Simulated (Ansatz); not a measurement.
# TaSi₂, one structure, two calculations

Cell: a COD entry, whose atoms a relaxation with PBE at fixed cell left in place.

Space group P6_422 (No. 181); a = 4.7839, c = 6.5700 Å, γ = 120.00°.

| site | Wyckoff | site symmetry | x | y | z |
| --- | --- | --- | --- | --- | --- |
| Ta | 3c | 222 | 0.5000 | 0.0000 | 0.0000 |
| Si | 6i | ..2 | 0.1590 | 0.3179 | 0.0000 |

One atom of each set is listed.

First run. Level of theory: DFT, PBE, plane waves and PAW, scalar-relativistic, 420 eV cutoff, Γ-centred 11×11×7 k-points, Fermi–Dirac smearing 0.05 eV (Ansatz 0.2.0).

| site | V_zz (10²¹ V/m²) | η |
| --- | --- | --- |
| Ta | 6.53 | 0.81 |
| Si | -2.76 | 0.50 |

Second run. The same atoms and settings, except that the functional is PBEsol.

Problem. Given the first result, estimate the second.

Solution. 

```
site   V_zz     η  change of V_zz
  Ta   6.42  0.82           -0.11
  Si  -2.74  0.49           +0.02
```

The largest change of V_zz is on Ta, from 6.53 to 6.42. In per cent, |V_zz| changes by -2 on Ta, -1 on Si (all sites that start above 2).

The run finds no gap above 0.1 eV (a metal, or nearly one), so the gradients can move by 10 % or more with the k-mesh. Without spin–orbit coupling the gradients at and beside Ta can be off by some per cent, at some sites by more.
For the first run: With these PAW files V_zz is typically within 2 to 3 % of all-electron values, but misses above 10 % occur on Ta.
